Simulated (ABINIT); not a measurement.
**InP (F-43m): G0W0 in ABINIT against the exchange cutoff**

Aim: move the exchange cutoff of a G0W0 run on InP (F-43m) over a wide range.

Method: PBE and many-body steps on it, plane waves, in ABINIT 10.8.3.

This is a report of a sequence of runs, with most program output left out.

The database entry behind the starting cell differs from later determinations by our own check (0.1 to 0.3 % short, probably kX units), so it need not match the best structure at ambient conditions.

### 1. Starting point

Symmetry: F-43m, No. 216, cubic system. The conventional cell has a = 5.861 Å, b = 5.861 Å, c = 5.861 Å, α = 90.00°, β = 90.00°, γ = 90.00°. In has 4 P at 2.54 Å nearest. Nearest to P lie 4 In at 2.54 Å. Farther neighbours are not listed.

The cell and positions come from the Crystallography Open Database and are kept as given unless a step says otherwise.

### 2. Screening, 4×4×4 mesh, 29 bands, screening to 106.1 eV

This step: ABINIT 10.8.3; RPA screening on PBE, plane waves, norm-conserving pseudopotentials.

The RPA dielectric matrix is built and inverted for each q.

run.abi reads:

```
acell 3*1.0 Angstrom
rprim 
  -0.000000000000 2.930500000000 2.930500000000
  2.930500000000 -0.000000000000 2.930500000000
  2.930500000000 2.930500000000 -0.000000000000
ntypat 2
znucl 49 15
natom 2
typat 1 2
xred 
  0.000000000000 0.000000000000 0.000000000000
  0.250000000000 0.250000000000 0.250000000000
pp_dirpath "pseudos"
pseudos "In.upf, P.upf"
ecut 31
ngkpt 4 4 4
nshiftk 1
shiftk 0 0 0
kptopt 1
chksymbreak 0
istwfk *1
occopt 1
irdwfk 1
optdriver 3
nband 29
ecuteps 3.9
inclvkb 2
awtr 1
symchi 1
indata_prefix "in"
outdata_prefix "out"
tmpdata_prefix "tmp"
```

Started as:

```sh
$ OMP_NUM_THREADS=1 mpirun -n 4 abinit run.abi > log
```

Wall time 5.5 s (4 MPI ranks of Arm Neoverse V1, shared host); peak memory 0.45 GiB.

This step gave:

| Property | Result |
| --- | --- |
| ε∞ with local fields, on this mesh, along the program's q direction | 42.45 |
| the same without local fields | 45.12 |
| plasma frequency | 22.21 eV |
| plane waves in the screening matrix | 137 |

Local fields lower ε∞ by 6 %. On a Γ-centred mesh this coarse the value itself is usually too large, while a short band sum pulls it down.

### 3. 3.1 Ha

This step: G0W0 on PBE, plane waves, norm-conserving pseudopotentials.

run.abi, as its differences from that of step 2:

```diff
@@ -23,8 +23,15 @@
 irdwfk 1
-optdriver 3
+optdriver 4
 nband 29
+gwcalctyp 0
+ecutsigx 3.1
+symsigma 1
+nkptgw 1
+kptgw 
+  0.0000000000 0.0000000000 0.0000000000
+bdgw 
+  7 13
 ecuteps 3.9
-inclvkb 2
-awtr 1
-symchi 1
+irdscr 1
+ppmodel 1
 indata_prefix "in"
```

The job ended after 2.6 s (4 MPI ranks; peak memory 0.11 GiB; 10 s of CPU time).

Numbers from this step:

```
G0W0 gap on the points computed              : 1.084 eV
starting gap on the mesh                     : 0.7094 eV
k of the valence top                         : 0, 0, 0
k of the conduction bottom                   : 0, 0, 0
Z at the valence top                         : 0.774
Z at the conduction bottom                   : 0.789
least direct G0W0 gap on the computed points : 1.084 eV
```

### 4. 6.2 Ha

run.abi, as its differences from that of step 3:

```diff
@@ -26,3 +26,3 @@
 gwcalctyp 0
-ecutsigx 3.1
+ecutsigx 6.2
 symsigma 1
```

The job ended after 3 s (4 MPI ranks; peak memory 0.11 GiB).

This step gave:

- G0W0 gap on the points computed: 0.9610 eV
- starting gap on the mesh: 0.7094 eV
- k of the valence top: 0, 0, 0
- k of the conduction bottom: 0, 0, 0
- Z at the valence top: 0.773
- Z at the conduction bottom: 0.788
- least direct G0W0 gap on the computed points: 0.9610 eV

### 5. 12.4 Ha

The self-energy is evaluated for the states that the input lists, and the levels follow from it, in one-shot runs by the linearised quasiparticle equation.

run.abi, as its differences from that of step 4:

```diff
@@ -26,3 +26,3 @@
 gwcalctyp 0
-ecutsigx 6.2
+ecutsigx 12.4
 symsigma 1
```

It took 3 s on 4 MPI ranks; peak memory 0.11 GiB.

This step gave:

| Property | Result |
| --- | --- |
| G0W0 gap on the points computed | 1.003 eV |
| starting gap on the mesh | 0.7094 eV |
| k of the valence top | 0, 0, 0 |
| k of the conduction bottom | 0, 0, 0 |
| least direct G0W0 gap on the computed points | 1.003 eV |

The gap on the mesh goes from 0.71 eV to 1.00 eV, a correction of +0.29 eV.

### 6. 21.7 Ha

run.abi, as its differences from that of step 5:

```diff
@@ -26,3 +26,3 @@
 gwcalctyp 0
-ecutsigx 12.4
+ecutsigx 21.7
 symsigma 1
```

The job ended after 3 s (4 MPI ranks; peak memory 0.29 GiB).

This step gave:

```yaml
g0w0_gap_on_the_points_computed: 1.04 eV
starting_gap_on_the_mesh: 0.7094 eV
k_of_the_valence_top: 0, 0, 0
k_of_the_conduction_bottom: 0, 0, 0
least_direct_g0w0_gap_on_the_computed_points: 1.04 eV
```

Against the run before, the gap moves by +0.037 eV.

### 7. 31 Ha

run.abi, as its differences from that of step 6:

```diff
@@ -26,3 +26,3 @@
 gwcalctyp 0
-ecutsigx 21.7
+ecutsigx 31
 symsigma 1
```

Wall time 3.1 s (4 MPI ranks); peak memory 0.34 GiB; 12 s of CPU time.

Numbers from this step:

```
G0W0 gap on the points computed              : 1.049 eV
starting gap on the mesh                     : 0.7094 eV
k of the valence top                         : 0, 0, 0
k of the conduction bottom                   : 0, 0, 0
least direct G0W0 gap on the computed points : 1.049 eV
```

Against the run before, the gap moves by +0.009 eV.

### 8. The runs together

Times are wall times on 4 MPI ranks of Arm Neoverse V1, shared host, good to a factor of about two. A run's time includes the screening step that it read.

```csv
run,mesh,bands,screening cutoff (eV),DFT gap (eV),gap on the mesh (eV),direct (eV),ε∞ used,time
3.1 Ha,4×4×4,29,106.1,0.709,1.084,1.084,42.45,8.2 s
6.2 Ha,4×4×4,29,106.1,0.709,0.961,0.961,42.45,8.5 s
12.4 Ha,4×4×4,29,106.1,0.709,1.003,1.003,42.45,8.5 s
21.7 Ha,4×4×4,29,106.1,0.709,1.040,1.040,42.45,8.6 s
31 Ha,4×4×4,29,106.1,0.709,1.049,1.049,42.45,8.6 s
```

### 9. Summary of results

| Quantity | Value |
| --- | --- |
| 3.1 Ha | 1.084 eV |
| 6.2 Ha | 0.961 eV |
| 12.4 Ha | 1.003 eV |
| 21.7 Ha | 1.040 eV |
| 31 Ha | 1.049 eV |
| known limits | not at the basis limit; exchange with frozen shells missing; mesh may overstate the screening; no spin-orbit coupling; coarse k mesh |

What this shows: The setting moved: exchange cutoff. From 3.1 Ha to 31 Ha the gap moves by −0.04 eV, not steadily: it passes through 0.96 eV. It holds to 0.03 eV from 21.7 Ha on. Bands and screening cutoff are coupled, so a series along one setting does not show full convergence. Below the screening cutoff the correlation part is cut too. Bands and cutoff are finite, so the gap is not at the basis limit. The miss can reach some tenths of an eV and take either sign; the mesh is an error of its own. In the G0W0 runs levels were corrected at 1 k point alone, so a gap called «on the mesh» is the least over those, and an edge elsewhere would be missed. The 4×4×4 mesh is coarse for this cell, which bears on the long-range parts of exchange and screening. The norm-conserving file of at least one element keeps a d shell over frozen s and p shells of the same row. Exchange with those shells is missing from the self-energy, an error of 0.3 to 0.9 eV in cases checked, whose sign depends on which edge lies on those atoms. For the PBE start: The RPA ε∞ on this mesh reaches over 25; with a narrow direct gap a coarse mesh can overstate it, and the correction is then too small. The many-body steps are scalar-relativistic: spin-orbit coupling is not in them.

[Paths, hosts, dates, memory and timing lines, banners, echoed tables and standing remarks are left out of the program output.]

[Logs are printed without paths, hosts, clocks, repeated set-up lines and the standing remarks that a program may print on its own settings, such as how far it seeks lower states.]

[Runs of the session that timed out or met a known fault of the program may be left out.]

[Hosts, paths, dates, database ids (printed as entryN), source tags and the programs' standing remarks are cut or masked in the printed files.]

[G0W0 gaps are taken among the corrected bands and points alone; a level outside them can change the order at an edge.]

[Where Ansatz stands beside ABINIT at settings called matched, ABINIT's density can come from a denser mesh and the files from another edition; pairs whose starting gaps differed by over 0.03 eV were left out, so agreement reads better than it is.]
